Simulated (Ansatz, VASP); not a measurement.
Bi: VASP beside Ansatz

POSCAR

```
Bi
1.0
   -1.8958464710      1.8958464710      1.8958464710
    1.8958464710     -1.8958464710      1.8958464710
    1.8958464710      1.8958464710     -1.8958464710
Bi
1
Direct
    0.0000000000      0.0000000000      0.0000000000
```

Contents of INCAR.step1:

```
PREC = Accurate ; ENCUT = 520
ISMEAR = -1 ; SIGMA = 0.1
LREAL = False ; LASPH = True
NELM = 100 ; NBANDS = 14
GGA = PE ; ALGO = Normal
EDIFF = 1E-4 ; LWAVE = True
LCHARG = False
```

INCAR.step2

```
PREC = Accurate ; ENCUT = 520
EDIFF = 1E-6 ; ISMEAR = -1
SIGMA = 0.1 ; LREAL = False
LASPH = True ; NELM = 100
ALGO = Normal ; ISIF = 2
LWAVE = False ; LCHARG = False
METAGGA = R2SCAN ; LMIXTAU = True
NBANDS = 14 ; ISTART = 1
```

Contents of KPOINTS:

```
Automatic mesh
0
Gamma
  16 16 16
```

Input for Ansatz:

```yaml
crystal:
  lattice:
    - [-1.895846471, 1.895846471, 1.895846471]
    - [1.895846471, -1.895846471, 1.895846471]
    - [1.895846471, 1.895846471, -1.895846471]
  atoms:
    - { symbol: Bi, position: [0.0, 0.0, 0.0] }
basis:
  ecutwfc: 500
kpoints:
  mp_grid: { grid: [16, 16, 16] }
  band_path:
    path:
      - [[0.0, 0.0, 0.0], [0.5, -0.5, 0.5], [0.0, 0.0, 0.5], [0.0, 0.0, 0.0], [0.25, 0.25, 0.25], [0.5, -0.5, 0.5]]
      - [[0.25, 0.25, 0.25], [0.0, 0.0, 0.5]]
    npoints: 12
hamiltonian:
  xc: r2scan
scf:
  occupations: { method: fermi_dirac, width: 0.1 }
  n_extra_bands: 6
output:
  forces: true
  stress: true
  eigenvalues: true
```

Alike in both runs: task single point; functional r2SCAN; k mesh 16 × 16 × 16; occupations fermi-dirac, width 0.1 eV; no spin polarisation.

|  | VASP | Ansatz |
| --- | --- | --- |
| version | VASP 6.6.1 | Ansatz 0.2.0 |
| potentials or method | VASP PAW PBE potentials, release 64 (Bi_d) | scalar-relativistic, plane waves, PAW |
| plane-wave cutoff (eV) | 520 | 500 |
| valence electrons in the cell | 15 | 15 |

```tsv
	VASP	Ansatz	Ansatz less VASP
gap on the k mesh at the Fermi level (eV)	none	none	-
pressure (GPa)	10.1	10.1	+0.01
```

A gap of «none» marks a metal or a gap that the smearing closes.

Caveats: the PAW data sets were made with another functional, which shifts forces and pressure a little (VASP); spin-orbit coupling is left out, which moves the levels of the heavy elements.
